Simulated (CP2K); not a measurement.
NbP:

```
CELL_PARAMETERS angstrom
6.20964 0.00000 0.00000
4.40253 4.37919 0.00000
-5.30608 -2.18960 2.36870
ATOMIC_POSITIONS crystal
Nb 0.24988 0.74988 0.50000
Nb 0.49988 0.49988 0.00000
P 0.83275 0.33275 0.50000
P 0.08275 0.08275 0.00000
```

The cell is a database's computed one.

Program: CP2K 2026.2. Alike in all runs: no spin polarisation; cell as given.

**Question.** Order these runs on this cell by their pressure, lowest first.
A. level PBEsol; potentials or basis POTENTIAL_UZH Nb GTH-PBE-q13, P GTH-PBE-q5; TZVP-MOLOPT-PBE-GTH basis; k mesh 11 × 11 × 11; smearing fermi-dirac 0.05 eV; EPS_DEFAULT 1.0E-10; k points reduced by the point group yes; NGRIDS 5; MPI ranks 4; REL_CUTOFF (Ry) 60 Ry
B. level RPBE; potentials or basis GTH_POTENTIALS Nb GTH-PBE-q13, P GTH-PBE-q5; DZVP-MOLOPT-SR-GTH basis; k mesh 9 × 9 × 9; smearing fermi-dirac 0.0259 eV; EPS_DEFAULT 1.0E-9; NGRIDS 5; REL_CUTOFF (Ry) 60
C. level LDA; potentials or basis GTH_POTENTIALS Nb GTH-PADE-q13, P GTH-PADE-q5; TZVP-MOLOPT-PBE-GTH basis; k mesh 11 × 11 × 11; smearing fermi-dirac 0.0259 eV; EPS_DEFAULT 1.0E-10; k points reduced by the point group yes; NGRIDS 4; MPI ranks 4; REL_CUTOFF (Ry) 60 Ry

**Answer.** C (-8.9 GPa), A (-4.1 GPa), B (1.0 GPa).

Caveats: the basis of atomic orbitals isn't converged, which shifts pressures, moduli and gaps; the potentials were made for another functional, which shifts forces and pressure (some runs).

Not every run made on this cell is shown here.
